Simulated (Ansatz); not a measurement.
BeTe:

```
Te Be
1.0
     0.00000    2.77000    2.77000
     2.77000    0.00000    2.77000
     2.77000    2.77000    0.00000
Te Be
1 1
Direct
  0.75000 0.75000 0.75000
  0.00000 0.00000 0.00000
```

```yaml
Program: Ansatz 0.2.0
Task: relaxation of cell and atoms
Functional: PBE
Dispersion: D3(BJ)
Potentials_or_basis: Ansatz PAW
Cutoff: "420 eV (not typed: the program's choice for these potentials)"
k_mesh: 8 × 8 × 8
Occupations: fermi-dirac, width 0.05 eV
Spin: no spin polarisation
```

At the start: volume 21.25 Å³/atom.

Where does the relaxation end?

It ends after 4 steps and the volume is 21.73 Å³/atom (+2.3 %); space group F-43m (No. 216, to 0.05 Å).

Step by step:
```tsv
step	energy change (eV)	largest force (eV/Å)	volume (Å³)
1	0.0000	0.0000	42.51
2	-0.0036	0.0000	43.76
3	-0.0040	0.0000	43.47
4	-0.0042	0.0000	43.47
```

Final structure:
```yaml
crystal:
  lattice:
    - [0.00000, 2.79072, 2.79072]
    - [2.79072, 0.00000, 2.79072]
    - [2.79072, 2.79072, 0.00000]
  atoms:
    - { symbol: Te, position: [0.75000, 0.75000, 0.75000] }
    - { symbol: Be, position: [0.00000, 0.00000, 0.00000] }
```

Caveat: the plane-wave basis is chosen anew once the cell has moved, so the energies of steps on either side of that aren't comparable.
